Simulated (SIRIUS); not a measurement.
# GaN (F-43m) in SIRIUS: reference runs

Aim: a first look at GaN with PBEsol, on the cell as given.

Everything below comes from runs of SIRIUS, more than one build. Logs are shortened: lines on timing, memory, paths and dates and some standing lists are left out, and cuts for length are marked. The log counts tension as positive stress, the text compression.

**What was measured.**

From a printed reference work, textbook, for a bulk crystal of GaN at 0 K: band gap 3.299 eV (direct).

The results are compared with them further down.

**1. Starting point**

Symmetry: F-43m, No. 216, cubic system. The conventional cell has a = 4.507 Å, b = 4.507 Å, c = 4.507 Å, α = 90.00°, β = 90.00°, γ = 90.00°. Around Ga (site symmetry -43m) lie 4 N at 1.95 Å. Around N (site symmetry -43m) lie 4 Ga at 1.95 Å.

The cell is a database's computed one.

**2. Single point, PBEsol**

File sirius.json:

```json
{
  "control": {
    "processing_unit": "cpu",
    "verbosity": 2,
    "num_bands_to_print": 16,
    "print_forces": true,
    "print_stress": true
  },
  "parameters": {
    "electronic_structure_method": "pseudopotential",
    "xc_functionals": ["XC_GGA_X_PBE_SOL", "XC_GGA_C_PBE_SOL"],
    "gk_cutoff": 9.2,
    "pw_cutoff": 18.4,
    "ngridk": [10, 10, 10],
    "shiftk": [0, 0, 0],
    "smearing": "fermi_dirac",
    "smearing_width": 0.0018374661,
    "num_bands": 16,
    "num_mag_dims": 0,
    "num_dft_iter": 100,
    "energy_tol": 1e-08,
    "density_tol": 1e-06
  },
  "iterative_solver": {
    "type": "davidson",
    "min_tolerance": 1e-09,
    "tolerance_scale": [0.1, 0.25]
  },
  "mixer": {
    "type": "anderson",
    "beta": 0.7,
    "max_history": 8
  },
  "settings": {
    "tol_ne": 1e-10,
    "pseudo_grid_cutoff": 6.5
  },
  "unit_cell": {
    "lattice_vectors": [
      [0.0, 4.258498969853, 4.258498969853],
      [4.258498969853, 0.0, 4.258498969853],
      [4.258498969853, 4.258498969853, 0.0]
    ],
    "atom_coordinate_units": "lattice",
    "atom_types": ["Ga", "N"],
    "atom_files": {
      "Ga": "Ga.json",
      "N": "N.json"
    },
    "atoms": {
      "Ga": [
        [0.0, 0.0, 0.0]
      ],
      "N": [
        [0.25, 0.25, 0.25]
      ]
    }
  }
}
```

Potentials or basis: PseudoDojo 0.4.1 PBEsol standard (scalar relativistic).

Run with:

```console
$ upf_to_json Ga.upf
$ upf_to_json N.upf
$ OMP_NUM_THREADS=1 sirius.scf --input=sirius.json --output=out.json --task=0
```

The program printed:

```text
[info] SIRIUS version : 7.10.0
[info] number of MPI ranks           : 1
[info] MPI grid                      : 1 1
[info] maximum number of OMP threads : 1
[fft] FFT context for density and potential
[fft] =====================================
[fft]   comm size                             : 1
[fft]   plane wave cutoff                     : 18.4
[fft]   grid size                             : 40 40 40   total : 64000
[fft]   grid limits                           : -19 20   -19 20   -19 20
[fft]   number of G-vectors within the cutoff : 8181
[fft]   local number of G-vectors             : 8181
[fft]   number of G-shells                    : 470
[fft] FFT context for coarse grid
[fft] =====================================
[fft]   comm size                             : 1
[fft]   plane wave cutoff                     : 18.4
[fft]   grid size                             : 40 40 40   total : 64000
[fft]   grid limits                           : -19 20   -19 20   -19 20
[fft]   number of G-vectors within the cutoff : 8181
[fft]   local number of G-vectors             : 8181
[fft]   number of G-shells                    : 470
[unit cell] lattice vectors
[unit cell]   a1 :       0.0000000000      4.2584989699      4.2584989699
[unit cell]   a2 :       4.2584989699      0.0000000000      4.2584989699
[unit cell]   a3 :       4.2584989699      4.2584989699      0.0000000000
[unit cell] reciprocal lattice vectors
[unit cell]   b1 :      -0.7377230042      0.7377230042      0.7377230042
[unit cell]   b2 :       0.7377230042     -0.7377230042      0.7377230042
[unit cell]   b3 :       0.7377230042      0.7377230042     -0.7377230042
[unit cell] unit cell volume :       154.45416901 [a.u.^3]
[unit cell] 1/sqrt(omega)    :         0.08046373
[unit cell] MT volume        :         0.00000000 ( 0.00%)
[unit cell] IT volume        :       154.45416901 (100.00%)
[unit cell] number of atom types : 2
[unit cell] type id : 0 symbol : Ga mt_radius :  19.010000 num_atoms : 1
[unit cell] type id : 1 symbol :  N mt_radius :  10.570000 num_atoms : 1
[unit cell] total number of atoms : 2
[unit cell] number of symmetry classes : 2
[unit cell] number of PAW atoms : 0
[unit cell] atom id  type id  class id             position                      vector_field
[unit cell] ------------------------------------------------------------------------------------------
[unit cell]      0        0        0      0.00000   0.00000   0.00000      0.00000   0.00000   0.00000
[unit cell]      1        1        1      0.25000   0.25000   0.25000      0.00000   0.00000   0.00000
[unit cell] atom id         position (Cartesian, a.u.)
[unit cell] ---------------------------------------------
[unit cell]      0       0.000000    0.000000    0.000000
[unit cell]      1       2.129249    2.129249    2.129249
[unit cell] class id : 0 atom id : 0
[unit cell] class id : 1 atom id : 1
[unit cell] minimum bond length:     3.687968
[unit cell] total number of pseudo wave-functions: 13
[... 325 lines left out ...]
[find] SCF correction                 :       0.00000188
[find] Total energy                   :     -86.73019740 (Ha),    -173.46039479 (Ry)
[find] Free energy (E-TS)             :     -86.73019740 (Ha),    -173.46039479 (Ry)
[find] band gap (eV)                  :       1.70511110
[find] Efermi                         :       0.41716674
[find] iteration : 11, RMS : 9.080171488600e-08, energy difference : -1.631406121305e-11
[find] Hartree energy of density residual : 1.640636851532e-13
[find] bands are converged : true
[find] iterative solver converged : true
[find] converged after 12 SCF iterations!
[find] Charges and magnetic moments
[find] --------------------------------------------------------------------------------
[find] total charge          : 18.000000
[find] Energy
[find] --------------------------------------------------------------------------------
[find] valence_eval_sum               :       0.30100212
[find] <rho|V^{XC}>                   :     -16.87956037
[find] <rho|E^{XC}>                   :     -23.79408222
[find] <mag|B^{XC}>                   :       0.00000000
[find] <rho|V^{H}>                    :      43.55904199
[find] one-electron contribution      :     -26.37847950 (Ha),     -52.75695900 (Ry)
[find] hartree contribution           :      21.77952099
[find] xc contribution                :     -23.79408222
[find] ewald contribution             :     -58.33715856
[find] PAW contribution               :       0.00000000
[find] smearing (-TS)                 :      -0.00000000
[find] SCF correction                 :       0.00000188
[find] Total energy                   :     -86.73019740 (Ha),    -173.46039479 (Ry)
[find] Free energy (E-TS)             :     -86.73019740 (Ha),    -173.46039479 (Ry)
[find] band gap (eV)                  :       1.70511110
[find] Efermi                         :       0.41716674
[ground_state] === stress tensor components [kbar] ===
[ground_state] === stress_kin ===
[ground_state] -88904.192279   -0.000000    0.000000
[ground_state]    -0.000000-88904.192279    0.000000
[ground_state]     0.000000    0.000000-88904.192279
[ground_state] === stress_har ===
[ground_state] -13828.817321   -0.000000    0.000000
[ground_state]    -0.000000-13828.817321    0.000000
[ground_state]     0.000000    0.000000-13828.817321
[ground_state] === stress_ewald ===
[ground_state] 37040.939007    0.000000    0.000000
[ground_state]     0.00000037040.939007   -0.000000
[ground_state]     0.000000   -0.00000037040.939007
[ground_state] === stress_vloc ===
[ground_state] -4667.169311   -0.000000   -0.000000
[ground_state]    -0.000000-4667.169311    0.000000
[ground_state]    -0.000000    0.000000-4667.169311
[ground_state] === stress_xc ===
[ground_state] -12901.448633   -0.000000    0.000000
[ground_state]    -0.000000-12901.448633    0.000000
[ground_state]     0.000000    0.000000-12901.448633
[ground_state] === stress_core ===
[ground_state] 23623.704654    0.000000   -0.000000
[ground_state]     0.00000023623.704654   -0.000000
[ground_state]    -0.000000   -0.00000023623.704654
[ground_state] === stress_nonloc ===
[ground_state] 59646.235502    0.000000    0.000000
[ground_state]     0.00000059646.235502   -0.000000
[ground_state]     0.000000   -0.00000059646.235502
[ground_state] === stress_us_nl ===
[ground_state] 59646.235502    0.000000    0.000000
[ground_state]     0.00000059646.235502   -0.000000
[ground_state]     0.000000   -0.00000059646.235502
[ground_state] === stress_total ===
[ground_state]     9.251618   -0.000000   -0.000000
[ground_state]    -0.000000    9.251618    0.000000
[ground_state]    -0.000000    0.000000    9.251618
[ground_state] ==== total Forces in Ha/bohr =====
[ground_state] atom:    0, force:       0.0000000      0.0000000     -0.0000000
[ground_state] atom:    1, force:      -0.0000000     -0.0000000      0.0000000
[ground_state] ==== ultrasoft contribution from Qij =====
[ground_state] atom:    0, force:       0.0000000      0.0000000      0.0000000
[ground_state] atom:    1, force:       0.0000000      0.0000000      0.0000000
[ground_state] ==== non-local contribution from Beta-projector =====
[ground_state] atom:    0, force:       0.0000000      0.0000000     -0.0000000
[ground_state] atom:    1, force:      -0.0000000      0.0000000      0.0000000
[ground_state] ==== contribution from local potential =====
[ground_state] atom:    0, force:       0.0000000      0.0000000     -0.0000000
[ground_state] atom:    1, force:       0.0000000     -0.0000000      0.0000000
[ground_state] ==== contribution from core density =====
[ground_state] atom:    0, force:       0.0000000      0.0000000      0.0000000
[ground_state] atom:    1, force:       0.0000000     -0.0000000      0.0000000
[ground_state] ==== Ewald forces from ions =====
[ground_state] atom:    0, force:      -0.0000000     -0.0000000      0.0000000
[ground_state] atom:    1, force:       0.0000000      0.0000000      0.0000000
[~DFT_ground_state] local op. applied: 21184
[~DFT_ground_state] evp. work count: 5412.05
[~DFT_ground_state] number of iterative solver steps: 1662
```

Wall time 32 s (1 thread of Arm Neoverse V2, shared host); peak memory 0.32 GiB.

Results:

```
Free energy            : -2360.0489 eV
Pressure               : -0.9 GPa
Band gap on the k mesh : 1.71 eV
```

**3. Single point, PBEsol**

Edit sirius.json of step 2 so:

```diff
@@ -25,4 +25,3 @@
     "type": "davidson",
-    "min_tolerance": 1e-09,
-    "tolerance_scale": [0.1, 0.25]
+    "min_tolerance": 1e-10
   },
@@ -46,4 +45,4 @@
     "atom_files": {
-      "Ga": "Ga.json",
-      "N": "N.json"
+      "N": "N.json",
+      "Ga": "Ga.json"
     },
```

Potentials or basis: PseudoDojo 0.4.1 PBEsol standard (scalar relativistic).

Run with:

```console
$ upf_to_json N.upf
$ upf_to_json Ga.upf
$ OMP_NUM_THREADS=1 sirius.scf --input=sirius.json --output=out.json --task=0
```

The program printed:

```text
[info] SIRIUS version : 7.12.0
[info] number of MPI ranks           : 1
[info] MPI grid                      : 1 1
[info] maximum number of OMP threads : 1
[fft] FFT context for density and potential
[fft] =====================================
[fft]   comm size                             : 1
[fft]   plane wave cutoff                     : 18.4
[fft]   grid size                             : 40 40 40   total : 64000
[fft]   grid limits                           : -19 20   -19 20   -19 20
[fft]   number of G-vectors within the cutoff : 8181
[fft]   local number of G-vectors             : 8181
[fft]   number of G-shells                    : 470
[fft] FFT context for coarse grid
[fft] =====================================
[fft]   comm size                             : 1
[fft]   plane wave cutoff                     : 18.4
[fft]   grid size                             : 40 40 40   total : 64000
[fft]   grid limits                           : -19 20   -19 20   -19 20
[fft]   number of G-vectors within the cutoff : 8181
[fft]   local number of G-vectors             : 8181
[fft]   number of G-shells                    : 470
[unit cell] lattice vectors
[unit cell]   a1 :       0.0000000000      4.2584989699      4.2584989699
[unit cell]   a2 :       4.2584989699      0.0000000000      4.2584989699
[unit cell]   a3 :       4.2584989699      4.2584989699      0.0000000000
[unit cell] reciprocal lattice vectors
[unit cell]   b1 :      -0.7377230042      0.7377230042      0.7377230042
[unit cell]   b2 :       0.7377230042     -0.7377230042      0.7377230042
[unit cell]   b3 :       0.7377230042      0.7377230042     -0.7377230042
[unit cell] unit cell volume :       154.45416901 [a.u.^3]
[unit cell] 1/sqrt(omega)    :         0.08046373
[unit cell] MT volume        :         0.00000000 ( 0.00%)
[unit cell] IT volume        :       154.45416901 (100.00%)
[unit cell] number of atom types : 2
[unit cell] type id : 0 symbol : Ga mt_radius :  19.010000 num_atoms : 1
[unit cell] type id : 1 symbol :  N mt_radius :  10.570000 num_atoms : 1
[unit cell] total number of atoms : 2
[unit cell] number of symmetry classes : 2
[unit cell] number of PAW atoms : 0
[unit cell] atom id  type id  class id             position                      vector_field
[unit cell] ------------------------------------------------------------------------------------------
[unit cell]      0        0        0      0.00000   0.00000   0.00000      0.00000   0.00000   0.00000
[... 335 lines left out ...]
[find] --------------------------------------------------------------------------------
[find] total charge          : 18.000000
[find] Energy
[find] --------------------------------------------------------------------------------
[find] valence_eval_sum               :       0.30100701
[find] <rho|V^{XC}>                   :     -16.87956005
[find] <rho|E^{XC}>                   :     -23.79408193
[find] <mag|B^{XC}>                   :       0.00000000
[find] <rho|V^{H}>                    :      43.55904105
[find] one-electron contribution      :     -26.37847398 (Ha),     -52.75694796 (Ry)
[find] hartree contribution           :      21.77952052
[find] xc contribution                :     -23.79408193
[find] ewald contribution             :     -58.33715856
[find] PAW contribution               :       0.00000000
[find] smearing (-TS)                 :      -0.00000000
[find] SCF correction                 :      -0.00000346
[find] Total energy                   :     -86.73019740 (Ha),    -173.46039479 (Ry)
[find] Free energy (E-TS)             :     -86.73019740 (Ha),    -173.46039479 (Ry)
[find] band gap (eV)                  :       1.70511136
[find] Efermi                         :       0.41716683
[ground_state] === stress tensor components [kbar] ===
[ground_state] === stress_kin ===
[ground_state] -88904.182236    0.000000    0.000000
[ground_state]     0.000000-88904.182236   -0.000000
[ground_state]     0.000000   -0.000000-88904.182236
[ground_state] === stress_har ===
[ground_state] -13828.817023    0.000000    0.000000
[ground_state]     0.000000-13828.817023    0.000000
[ground_state]     0.000000    0.000000-13828.817023
[ground_state] === stress_ewald ===
[ground_state] 37040.939007   -0.000000    0.000000
[ground_state]    -0.00000037040.939007    0.000000
[ground_state]     0.000000    0.00000037040.939007
[ground_state] === stress_vloc ===
[ground_state] -4667.168506   -0.000000   -0.000000
[ground_state]    -0.000000-4667.168506    0.000000
[ground_state]    -0.000000    0.000000-4667.168506
[ground_state] === stress_xc ===
[ground_state] -12901.448699    0.000000    0.000000
[ground_state]     0.000000-12901.448699   -0.000000
[ground_state]     0.000000   -0.000000-12901.448699
[ground_state] === stress_core ===
[ground_state] 23623.704491    0.000000    0.000000
[ground_state]     0.00000023623.704491    0.000000
[ground_state]     0.000000    0.00000023623.704491
[ground_state] === stress_nonloc ===
[ground_state] 59646.225085    0.000000    0.000000
[ground_state]     0.00000059646.225085    0.000000
[ground_state]     0.000000    0.00000059646.225085
[ground_state] === stress_us_nl ===
[ground_state] 59646.225085    0.000000    0.000000
[ground_state]     0.00000059646.225085    0.000000
[ground_state]     0.000000    0.00000059646.225085
[ground_state] === stress_total ===
[ground_state]     9.252120    0.000000   -0.000000
[ground_state]     0.000000    9.252120   -0.000000
[ground_state]    -0.000000   -0.000000    9.252120
[ground_state] ==== total Forces in Ha/bohr =====
[ground_state] atom:    0, force:      -0.0000000     -0.0000000      0.0000000
[ground_state] atom:    1, force:       0.0000000      0.0000000      0.0000000
[ground_state] ==== ultrasoft contribution from Qij =====
[ground_state] atom:    0, force:       0.0000000      0.0000000      0.0000000
[ground_state] atom:    1, force:       0.0000000      0.0000000      0.0000000
[ground_state] ==== non-local contribution from Beta-projector =====
[ground_state] atom:    0, force:      -0.0000000     -0.0000000      0.0000000
[ground_state] atom:    1, force:       0.0000000      0.0000000      0.0000000
[ground_state] ==== contribution from local potential =====
[... 6 lines left out ...]
[ground_state] atom:    0, force:       0.0000000      0.0000000      0.0000000
[ground_state] atom:    1, force:       0.0000000      0.0000000      0.0000000
[~DFT_ground_state] local op. applied: 20231
[~DFT_ground_state] evp. work count: 5385.73
[~DFT_ground_state] number of iterative solver steps: 1186
```

Run time: 24 s. Hardware: 1 thread of Intel Xeon Platinum 8488C (Sapphire Rapids), shared host; peak memory 0.24 GiB.

Results:

```
Free energy            : -2360.0489 eV
Pressure               : -0.9 GPa
Band gap on the k mesh : 1.71 eV
```

**4. Against experiment**

Step 2. A measured gap of GaN is 3.299 eV (direct; 0 K; a printed reference work, textbook); the calculated 1.71 eV misses it by -1.59 eV. Spin-orbit coupling on Ga is left out. The value is that of PBEsol on a finite k mesh, which can miss the band edges, without temperature or zero-point motion. Semilocal functionals fall short of measured gaps as a rule. The cell is a database's relaxed one, not the measured one, which moves gaps too.

Step 3. Against the measured gap of GaN, 3.299 eV (direct; 0 K; a printed reference work, textbook), the calculated 1.71 eV is off by -1.59 eV. Spin-orbit coupling on Ga is left out. The value is that of PBEsol on a finite k mesh, which can miss the band edges, without temperature or zero-point motion. Semilocal functionals fall short of measured gaps as a rule. The cell is a database's relaxed one, not the measured one, which moves gaps too.
